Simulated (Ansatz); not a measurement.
This guess for B3As2 is about to be relaxed.

```cif
data_structure
_symmetry_space_group_name_H-M 'P6/mmm'
_symmetry_Int_Tables_number 191
_cell_length_a 4.5690
_cell_length_b 4.5690
_cell_length_c 4.2873
_cell_angle_alpha 90.000
_cell_angle_beta 90.000
_cell_angle_gamma 120.000
_cell_volume 77.51
loop_
_atom_site_label
_atom_site_type_symbol
_atom_site_symmetry_multiplicity
_atom_site_Wyckoff_symbol
_atom_site_fract_x
_atom_site_fract_y
_atom_site_fract_z
_atom_site_occupancy
B1 B 2 e 0.00000 0.00000 0.17112 1
B2 B 1 b 0.00000 0.00000 0.50000 1
As1 As 2 c 0.33333 0.66667 0.00000 1
```

Method: DFT PBE, scalar-relativistic, plane waves, PAW in Ansatz 0.2.0. Cutoff 420 eV, Gaussian smearing, Γ-centred meshes. Cell and atoms relax first on a coarse mesh and then on a finer one. In between, the cell is made exact in the group found at 0.06 Å. In metals the finer mesh still leaves noise of several meV/atom or more. The steps can't lower the symmetry of their start. No spin polarisation.

A guess keeps its type if space group and coordination stay and the shape of the cell changes little (axis ratios within about 15 %, angles within 6°); the volume may change.

Q: Does this structure survive the relaxation?

A: It keeps its type. The symmetry stays P6/mmm (No. 191). The volume per atom grows by 10.8 %, from 15.5 to 17.2 Å³. The shortest distance goes from 1.41 Å (B–B) to 1.57 Å (B–B). The ratio c/a of the conventional cell changes by a factor of 1.09. Counting neighbours within 15 % of an atom's shortest distance, the start has As 9, B 2 and the end As 9, B 2.

Energies over the elements count from the elements' standard structures at the same level, with no fitted energy shifts.

Q: At what energy does it end?

A: +0.96 eV/atom. A positive value: parting into the elements would lower its energy.

The last run used a 12×12×8 mesh (in the run's order of axes) for its 5-atom cell and Gaussian smearing of 0.10 eV. An odd number of electrons in the primitive cell allows no gap without spin; a larger cell or a magnetic state could open one. The cell is a metal run without spin; a magnetic state may lie lower. The reference form of As is held partly by dispersion forces, which this level lacks. Symmetry constrained the relaxation, so the result can be a saddle point. Another cell of B3As2 relaxed alike, in Cmmm, lies 0.61 eV/atom lower, so this cell isn't the stable form at this level.
